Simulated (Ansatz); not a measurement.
# TiO2 (Rutile): the dielectric function from several functionals

Aim: the dielectric function of TiO2 (Rutile) in the independent-particle picture, and how it depends on the functional and on the gap. The runs, in order: HSE06 for the gap; optics with PBE on 4×4×6; optics with r2SCAN on 4×4×6; optics with PBE and scissors to the HSE06 gap on 4×4×6.

Method: plane waves, PAW; no local fields, no excitons, in Ansatz 0.2.0.

## Step 1: The starting structure

The structure is tetragonal, space group P4_2/mnm (No. 136). The conventional cell has a = 4.597 Å, b = 4.597 Å, c = 2.954 Å, α = 90.00°, β = 90.00°, γ = 90.00°. Around Ti (site symmetry mmm) lie 6 O at 1.95 to 1.98 Å. O (site symmetry m2m) is surrounded by 3 Ti at 1.95 to 1.98 Å.

As a file:

```
Ti O
1.0
     4.59685    0.00000    0.00000
     0.00000    4.59685    0.00000
     0.00000    0.00000    2.95350
Ti O
2 4
Direct
  0.00000 0.00000 0.00000
  0.50000 0.50000 0.50000
  0.30464 0.30464 0.00000
  0.19536 0.80464 0.50000
  0.69536 0.69536 0.00000
  0.80464 0.19536 0.50000
```

The cell was relaxed beforehand with r2SCAN; those runs aren't shown. No spin polarisation is used; should the compound be magnetic, its bands and low-energy spectrum would differ.

## Step 2: HSE06 levels at special points

input.yaml reads:

```yaml
crystal:
  lattice:
    - [4.5968460306, 0.0, 0.0]
    - [0.0, 4.5968460306, 0.0]
    - [0.0, 0.0, 2.9535014736]
  atoms:
    - { symbol: Ti, position: [0.0, 0.0, 0.0] }
    - { symbol: Ti, position: [0.5, 0.5, 0.5] }
    - { symbol: O, position: [0.3046430017, 0.3046430017, 0.0] }
    - { symbol: O, position: [0.1953569983, 0.8046430017, 0.5] }
    - { symbol: O, position: [0.6953569983, 0.6953569983, 0.0] }
    - { symbol: O, position: [0.8046430017, 0.1953569983, 0.5] }
kpoints:
  mp_grid: { grid: [4, 4, 4] }
  band_path:
    path:
      - [0.0, 0.0, 0.0]
      - [0.0, 0.5, 0.0]
      - [0.5, 0.5, 0.0]
      - [0.0, 0.0, 0.5]
      - [0.0, 0.5, 0.5]
      - [0.5, 0.5, 0.5]
    npoints: 1
hamiltonian:
  xc: hse06
scf:
  occupations: { method: fixed }
  n_extra_bands: 5
output:
  forces: true
  stress: true
  eigenvalues: true
```

Run with:

```bash
> ansatz run input.yaml --threads 4 --pin off --max-ram 5529MiB --backend cpu --events-out ev --progress --plain --runs-dir out
```

The program printed (excerpt; [...] marks lines left out):

```text
Warning: output.stress: scf.convergence.dr2_threshold = 1e-7 eV (the SCF's general default) is looser than the 6e-10 eV advised for a printed stress (1e-10 eV for each atom of the cell: 6). What an SCF threshold leaves in a stress goes as its square root, and in the free energy as the [...]
Warning: output.stress: scf.exx.energy_threshold = 1e-6 eV is looser than the 6e-8 eV advised for a stress under a hybrid functional (1e-8 eV for each atom of the cell: 6). Every SCF of the exchange loop can meet its threshold on dr2 while the loop round them stops early: no threshold on [...]
Warning: RAYON_NUM_THREADS=4 ignored (pool sized by the plan → 4); use --threads N
scf.n_extra_bands = 5 over 24 filled bands (N_el = 48.0): the run solves 29 bands
[...]
Pseudopotentials: kind: paw
Pseudopotential: Ti, paw, valence charge 12, recommended cutoff 420 eV (normal), Ti.paw.azcp
Pseudopotential: O, paw, valence charge 6, recommended cutoff 420 eV (normal), O.paw.azcp
Functional definition: HSE06
[...]
davidson cushion auto → on  (no smearing: the cushion is to keep the highest requested band from converging to the state above it; pin scf.eigensolver.cushion to override)
Crystal: 6 atoms, lattice volume = 62.410 Å³
Basis set: ecut = 420 eV, 1217 PW (Γ), exchange–correlation on 64×64×40 points (8 copies of the dense FFT grid, shifted against one another)
Bands: 29, of which v1, the nominal top of the filled ones, is band 24 counted from 1 (23 counted from 0)
Symmetry: 16 space group operations
Space group: P42/mnm (ITA 136), of the structure as read, at distance tolerance 4.0e-5 Å
k-points: 18 of 64
[...]
SCF iter   1: F=—  HF=-7277.274402 eV  |F-HF|=—  |Δ(HF+E_count)|=         —  Δρ=2.07e-3  dr2=1.06e-3  ethr=1.77e-3  ⟨swp⟩=4.7  Hψ=2192  notcnv=0
[...]
SCF 1 stopped early in 4 iterations: F = -7277.277398 eV  dr2 = 1.09e-5
[...]
Frozen-core exchange: fock
[...]
SCF 2 stopped early in 7 iterations: F = -7275.813282 eV  dr2 = 3.31e-6
[...]
hybrid outer 1: dexx = +6.159e-2 eV, tail = 1.69e-4 eV
[...]
Frozen-core exchange: fock
[...]
SCF iter   8: F=-7275.812216 eV  HF=-7275.812216 eV  |F-HF|=1.73e-10  |Δ(HF+E_count)|=   3.68e-9  Δρ=1.03e-6  dr2=2.61e-10  ethr=1.18e-12 (applied; sched 1.00e-12)  ⟨swp⟩=6.3  Hψ=1660  notcnv=0
[...]
hybrid outer 2: dexx = +7.955e-6 eV, tail = 6.77e-8 eV, Δε = 5.07e-3 eV (about 1.20e-4 eV left of the loop's levels), ΔF = 7.26e-3 eV/Å (tail 8.69e-4)
NSCF: frozen V_eff on 6 k-points
hybrid SCF converged: 2 outer / 15 inner (+4 warm-up), last move |dexx| = 7.95e-6 eV, tail = 6.77e-8 eV
Stability not checked: this state was not tested for a lower state beside it, because the functional holds exact exchange (a hybrid, or Hartree-Fock), whose exchange loop this test does not read (fock_operator; see scf.lower_state_search)
Free energy (F): -7275.812216 eV
Frozen-core exchange: fock
[...]
E sigma→0 (E₀):  -7275.812216 eV
Fermi energy:    8.191178 eV
[...]
--- Forces (eV/Å), atoms counted from 1 ---
  atom   1  Ti     0.00000000    -0.00000000     0.00000000
  atom   2  Ti     0.00000000     0.00000000     0.00000000
  atom   3  O      0.10030061     0.10030061     0.00000000
  atom   4  O     -0.10030061     0.10030061     0.00000000
  atom   5  O     -0.10030061    -0.10030061     0.00000000
  atom   6  O      0.10030061    -0.10030061     0.00000000
[...]
--- Stress (GPa, compression-positive) ---
       -2.675236       0.000000       0.000000
        0.000000      -2.675236       0.000000
        0.000000       0.000000      -2.922641
  P = ⅓ Tr σ = -2.7577 GPa (-27.577 kbar)
--- Band table (eV; the first three rows and the last of 18) ---
[...]
```

Wall time 24 s (4 threads of Arm Neoverse V2, shared host); peak memory 1.2 GiB.

HSE06 puts the least direct gap over the mesh and the named points at 3.385 eV, and the least gap at 3.385 eV.

## Step 3: Optics, PBE

input.yaml reads:

```yaml
crystal:
  lattice:
    - [4.5968460306, 0.0, 0.0]
    - [0.0, 4.5968460306, 0.0]
    - [0.0, 0.0, 2.9535014736]
  atoms:
    - { symbol: Ti, position: [0.0, 0.0, 0.0] }
    - { symbol: Ti, position: [0.5, 0.5, 0.5] }
    - { symbol: O, position: [0.3046430017, 0.3046430017, 0.0] }
    - { symbol: O, position: [0.1953569983, 0.8046430017, 0.5] }
    - { symbol: O, position: [0.6953569983, 0.6953569983, 0.0] }
    - { symbol: O, position: [0.8046430017, 0.1953569983, 0.5] }
kpoints:
  mp_grid: { grid: [4, 4, 6] }
hamiltonian:
  xc: pbe
scf:
  occupations: { method: fixed }
output:
  optics:
    e_range: [0, 14]
    de: 0.05
    sigma: 0.1
    bands: { spectra_wanted_up_to: 14 }
```

Run with:

```bash
> ansatz run input.yaml --threads 4 --pin off --max-ram 5529MiB --backend cpu --events-out ev --progress --plain --runs-dir out
```

The program printed:

```text
Warning: RAYON_NUM_THREADS=4 ignored (pool sized by the plan → 4); use --threads N
Engine: ansatz 0.2.0, aarch64-unknown-linux-gnu
Pseudopotentials: kind: paw
Pseudopotential: Ti, paw, valence charge 12, recommended cutoff 420 eV (normal), Ti.paw.azcp
Pseudopotential: O, paw, valence charge 6, recommended cutoff 420 eV (normal), O.paw.azcp
Functional definition: PBE
  parameter kappa = 0.804
  parameter beta = 0.06672455060314922
  exchange = pbe_x(kappa = kappa, mu = beta*pi^2/3)
  correlation = pbe_c(beta = beta)
Crystal: 6 atoms, lattice volume = 62.410 Å³
Basis set: ecut = 420 eV, 1217 PW (Γ)
Bands: 30, of which v1, the nominal top of the filled ones, is band 24 counted from 1 (23 counted from 0)
Symmetry: 16 space group operations
Space group: P42/mnm (ITA 136), of the structure as read, at distance tolerance 4.0e-5 Å
k-points: 24 of 96
Non-local potential: Ti, projectors of the file, l = 0: 3, l = 1: 2, l = 2: 3, l = 3: 1
Non-local potential: O, projectors of the file, l = 0: 2, l = 1: 2, l = 2: 1
PAW form: soft (Blöchl's): semilocal exchange-correlation on the pseudo side does not see the compensation charge
PAW one-centre angular grid: Ti, 590 points (default); XC on 64 Gauss nodes
PAW one-centre angular grid: O, 110 points (default); XC on 64 Gauss nodes
Initial density: superposition of atomic densities (neutral atoms: chi_scale 0, normalization atom), corrected by the library's trained network
Initial wavefunctions: pseudopotential atomic-orbital guess
Functional: x = pbe(κ = 0.804, μ = 0.2195149727645171), c = pbe(β = 0.06672455060314922)
SCF iter   1: F=—  HF=-7277.279864 eV  |F-HF|=—  |Δ(HF+E_count)|=         —  Δρ=2.14e-3  dr2=1.70e-3  ethr=1.77e-3  ⟨swp⟩=3.7  Hψ=2675  notcnv=0  defer=54
preconditioner: auto → Resta (q_TF=auto, 2.611 Å⁻¹)  ε∞=9.0  [insulator: Δε(μ)=1.867 eV  Ē_g=9.428 eV  n_scr=18 (ndim 8)  ℏωp=26.6 eV  f_vac=0.018  ε∞_Penn≈9.0]
SCF iter   2: F=—  HF=-7277.280592 eV  |F-HF|=—  |Δ(HF+E_count)|=   7.28e-4  Δρ=1.26e-3  dr2=5.04e-4  ethr=3.54e-6  ⟨swp⟩=2.8  Hψ=1447  notcnv=0  defer=96
SCF iter   3: F=—  HF=-7277.280857 eV  |F-HF|=—  |Δ(HF+E_count)|=   2.66e-4  Δρ=6.31e-4  dr2=1.55e-4  ethr=1.05e-6  ⟨swp⟩=2.0  Hψ=1019  notcnv=0  defer=96
SCF iter   4: F=—  HF=-7277.280998 eV  |F-HF|=—  |Δ(HF+E_count)|=   1.41e-4  Δρ=1.10e-4  dr2=6.79e-6  ethr=3.23e-7  ⟨swp⟩=2.1  Hψ=1008  notcnv=0  defer=66
SCF iter   5: F=—  HF=-7277.281005 eV  |F-HF|=—  |Δ(HF+E_count)|=   7.31e-6  Δρ=3.12e-5  dr2=5.15e-7  ethr=1.42e-8  ⟨swp⟩=2.2  Hψ=1088  notcnv=0  defer=37
SCF iter   6: F=—  HF=-7277.281007 eV  |F-HF|=—  |Δ(HF+E_count)|=   1.78e-6  Δρ=1.14e-5  dr2=8.35e-8  ethr=1.07e-9  ⟨swp⟩=2.2  Hψ=1194  notcnv=0  defer=37
SCF iter   7: F=—  HF=-7277.281007 eV  |F-HF|=—  |Δ(HF+E_count)|=   8.20e-8  Δρ=3.06e-6  dr2=6.14e-9  ethr=1.74e-10  ⟨swp⟩=2.0  Hψ=987  notcnv=0  defer=37
SCF iter   8: F=—  HF=-7277.281007 eV  |F-HF|=—  |Δ(HF+E_count)|=   6.04e-9  Δρ=6.53e-7  dr2=2.17e-10  ethr=1.28e-11  ⟨swp⟩=2.0  Hψ=1049  notcnv=0  defer=37
SCF iter   9: F=-7277.281007 eV  HF=-7277.281007 eV  |F-HF|=2.73e-12  |Δ(HF+E_count)|=  2.56e-10  Δρ=1.37e-7  dr2=8.03e-12  ethr=1.00e-12  ⟨swp⟩=6.6  Hψ=2736  notcnv=0
SCF 1 converged in 9 iterations: F = -7277.281007 eV  dr2 = 8.03e-12
NSCF: frozen V_eff on 24 k-points
Optics k sum: 0 of 24 k-points
[...]
WARN: output.optics: on 14 of the rows wanted, those up to 14.000 eV, the energy-loss function is not bounded in the bands left out, and is left empty along some axis. In full: what the bands over the 47 summed would add to eps1, eps2 and the energy-loss function is held between a lower and an upper bound (13 Lanczos steps). eps1, eps2 and their loss function (loss_summed_bands) are given on every row as the summed bands alone make them. Along an axis, on a row where the two bounds hold the loss function to about 1 % of the greater of itself and 0.5 % of |1/eps|, its cell (loss_completed) is given, with the completed eps1 and eps2 that it is formed of (a cell that is left empty reads nan in the table and null in the record). The two bounds hold it so along every axis on 267 of the 281 rows up to 14.000 eV; on the other 14, the lowest at 11.650 eV, those cells are left empty along some axis; the steps ended with no row wanted left that a further step could bound, as where the summed bands' own error is too great, or, of a sum inside the cells of its k-points, where these part, or are assumed to part, too far in what the bands left out add (a denser output.optics.nscf_kmesh narrows that). The run works to bound the rows up to 14.000 eV and no higher ones: a peak of the loss function over that energy may be left empty with no warning. To have the run work for it, set output.optics.bands.spectra_wanted_up_to to a higher energy. perfect_screening_sum, loss_f_sum_n_eff and, beside carriers, perfect_screening_limit are those of loss_summed_bands: over the bounded function the two sums would run over rows that are not all bounded, and lack what the bands left out lay past the top of the energy grid. Bounded is said of the bands left out alone, which are those that the basis at basis.ecutwfc holds: it says nothing of that cutoff, of the k-point mesh, of what the sum inside its cells errs by (eps2_relative_error), of the factors of all_electron_strengths, nor of how far the SCF is converged. The bands left out are taken at the k-points, and what their mean over the points' cells stands off that by is in neither bound: the run's estimate of it, which the test of a row counts in, is 0.47 % of |eps| at the most among the values given; where the mean stood off by over 0.5 % the points' spread read 0.1 to 3 times that
SCF converged after 9 iterations
Free energy (F): -7277.281007 eV
Harris-Foulkes:  -7277.281007 eV  (|F-HF|=2.73e-12)
Internal energy: -7277.281007 eV  (E = F + TS)
E sigma→0 (E₀):  -7277.281007 eV
Fermi energy:    9.136699 eV
--- Per-component energies (eV) ---
  E_band       = -390.798033
  E_kinetic    = 1247.420073
  E_local      = -3085.946446  (includes V_loc(G=0)·N_el)
  E_nonlocal   = 196.440298
  E_hartree    = 1175.617056
  E_xc         = -492.916958
  E_vxc        = -624.294841  (∫ρ·V_xc dr)
  E_paw        = -2721.982016  (= ΣΔE_a)
  E_vpaw       = -475.661404  (= ΣTr[D̂ρ^β])
  E_aug_tail   = 0.010095  (compensation charges beyond the density's cutoff)
  E_ewald      = -3595.923110
  E_smearing   = -0.000000  (= −TS)
  E_closure    = -0.000000  (closes the sum)
  Σ components = -7277.281007   (vs F -7277.281007, Δ=0.00e0)
--- Band table (eV; the first three rows and the last of 24) ---
  k-point 0: bands = ["-47.7170", "-47.6999", "-24.0380", "-24.0380", "-23.8712", "-23.8712", "-23.8296", "-23.7949", "-9.0696", "-7.9005", "-7.1578", "-7.1578", "3.3750", "3.7882", "4.2226", "5.3205", "5.3205", "6.5872", "6.5872", "7.1727", "8.4439", "8.6919", "8.6919", "9.1367", "11.0236", "11.3202", "11.5649", "11.6582", "11.6582", "13.5441"]
  k-point 1: bands = ["-47.7056", "-47.6907", "-24.0078", "-24.0078", "-23.9444", "-23.9159", "-23.8662", "-23.8662", "-8.7877", "-7.7452", "-7.2894", "-7.2894", "3.7665", "4.0809", "4.5410", "5.0867", "5.0867", "6.4243", "7.0634", "7.0634", "7.4518", "8.1710", "8.1710", "8.9788", "11.4159", "11.5430", "11.5934", "11.9872", "11.9872", "13.5096"]
  k-point 2: bands = ["-47.6817", "-47.6731", "-24.1665", "-24.1515", "-23.9411", "-23.9411", "-23.8617", "-23.8617", "-8.1435", "-7.5506", "-7.5506", "-7.5015", "4.5703", "4.6284", "5.1161", "5.1161", "5.3745", "5.4487", "6.0552", "7.1030", "7.1030", "7.5724", "7.5724", "8.1632", "11.5034", "11.8829", "12.3088", "12.5660", "12.5660", "12.9035"]
  k-point 23: bands = ["-47.6669", "-47.6669", "-24.2693", "-24.2693", "-23.8951", "-23.8951", "-23.8755", "-23.8755", "-7.7719", "-7.7719", "-7.4808", "-7.4808", "4.4229", "4.4229", "4.5815", "4.5815", "5.6127", "5.6127", "6.4054", "6.4054", "7.8574", "7.8574", "8.4666", "8.4666", "11.7499", "11.7499", "12.3679", "12.3679", "12.3834", "12.3834"]
```

Wall time 12 s (4 threads of Arm Neoverse V2, shared host); peak memory 0.83 GiB.

optics.tsv begins:

```
# eps_inf(xx yy zz) = 7.547619 7.547619 8.891716
# eps_inf_bands = all
# eps_inf_summed_bands(xx yy zz) = 7.347653 7.347653 8.715593
# eps_inf_completed(xx yy zz) = 7.547619 7.547619 8.891716
# eps2_relative_error = 0.0011
# eps_inf_relative_error = 0.0041
# f_sum_n_eff(xx yy zz) = 23.677035 23.677035 24.619197 of n_electrons = 48.000000
# n_bands = 47
# n_bands_set_by = photon_energy
# valid_up_to_ev = 21.700401
# least_direct_gap_ev = 1.886947e0 at k(fractional) = 0.000000 0.000000 0.000000, k_point = 0, channel = 0, bands = 23 24 (counted from 0)
```

The dielectric function from optics.tsv (yy equals xx), one row in 9 (narrow peaks fall between the rows):

```tsv
E (eV)	ε₂ xx	ε₂ zz	ε₁ xx	ε₁ zz
1.90	0.00	0.00	9.15	10.95
2.35	0.27	0.17	11.23	13.92
2.80	4.79	7.99	17.31	18.69
3.25	9.05	12.00	9.20	11.16
3.70	9.54	14.86	5.43	7.33
4.15	8.11	10.13	3.54	1.03
4.60	9.43	7.24	-0.25	-0.36
5.05	5.09	4.55	-0.23	0.68
5.50	3.47	3.05	1.01	4.00
5.95	3.34	5.04	2.24	2.49
6.40	4.53	5.00	2.63	3.89
6.85	6.10	6.55	3.80	5.84
7.30	6.39	14.14	2.34	7.72
7.75	6.38	10.19	-1.10	-4.44
8.20	5.46	8.78	-1.92	-3.11
8.65	2.82	5.48	-2.60	-5.35
9.10	1.52	4.21	-1.13	-2.83
9.55	1.67	2.67	-0.58	-3.85
10.00	1.40	1.67	-0.37	-2.59
10.45	1.20	0.93	-0.08	-1.94
10.90	1.00	0.76	0.24	-1.35
11.35	0.97	0.58	0.57	-0.92
11.80	1.20	0.41	0.83	-0.39
12.25	1.17	0.39	0.93	0.14
12.70	1.40	0.89	1.22	0.44
13.15	2.34	0.76	0.78	0.28
13.60	1.41	0.61	0.16	0.66
```

Tallest peaks of ε₂ (mean of the periodic axes): 12.7 at 3.00 eV, 12.0 at 3.45 eV, 11.7 at 3.80 eV.

(Part 1 of 2 ends here.)
